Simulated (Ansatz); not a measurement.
Method: DFT, PBE, plane waves (420 eV) with PAW, scalar-relativistic in Ansatz.

An element in the diamond structure gives this curve. The cell is scaled uniformly from the relaxed one, with fractional coordinates and shape fixed. Energies are extrapolated to zero smearing, pressures are those at the given smearing. Magnetic state: spin not included.

| V (Å³/atom) | E − E₀ (meV/atom) | P (GPa) |
| --- | --- | --- |
| 18.085 | 49.7 | 7.24 |
| 18.907 | 20.5 | 4.36 |
| 19.729 | 5.0 | 2.03 |
| 20.551 | 0.2 | 0.11 |
| 21.373 | 4.2 | -1.52 |
| 22.195 | 15.7 | -2.95 |
| 23.017 | 34.1 | -4.21 |

Question: Which element is it?
A. chromium
B. iridium
C. osmium
D. phosphorus

Answer: D. Its fit is V₀ = 20.56 Å³/atom, B₀ = 44 GPa, B₀′ = 3.5.
